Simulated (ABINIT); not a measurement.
Crystal: SnO2.

```
CELL_PARAMETERS angstrom
1.61709 0.93363 4.80059
-1.61709 0.93363 4.80059
0.00000 -1.86726 4.80059
ATOMIC_POSITIONS crystal
Sn 0.50000 0.50000 0.50000
O 0.76283 0.76283 0.76283
O 0.23717 0.23717 0.23717
```

Measurements of this composition are mostly on another form, of space group No. 136.

- Program: ABINIT 10.8.3 (patched build)
- Task: single point
- Functional: PBE
- Potentials or basis: JTH PAW PBE v2.0
- Cutoff: 626 eV
- k mesh: 10 × 10 × 10
- Occupations: fermi-dirac, width 0.05 eV
- Spin: no spin polarisation

On this cell: pressure -1.2 GPa; largest force 0.188 eV/Å; band gap on the k mesh 1.92 eV, indirect (least direct gap 2.04 eV).

The same run follows on a disturbed copy (atoms moved at random, drawn with an rms of 0.05 Å):

```
Sn O
1.0
     1.61709    0.93363    4.80059
    -1.61709    0.93363    4.80059
     0.00000   -1.86726    4.80059
Sn O
1 2
Direct
  0.51695 0.49711 0.49932
  0.78022 0.76876 0.74554
  0.22897 0.25438 0.23296
```

Question: What changes?

Answer: The energy moves by +14.1 meV/atom; pressure -0.5 GPa; largest force 0.995 eV/Å; band gap on the k mesh 1.90 eV, indirect (least direct gap 2.05 eV).

Forces on the atoms (eV/Å):
```
Sn  -0.631  0.142 -0.756
O   -0.021 -0.278  0.477
O    0.652  0.136  0.279
```

Stress tensor (GPa, compression positive):
```
-0.37  0.30  2.34
 0.30 -0.34  1.51
 2.34  1.51 -0.86
```

Caveats: spin-orbit coupling is left out, which moves the levels of the heavy elements; the atomic spheres overlap (some runs).

A k mesh can miss the band edges.
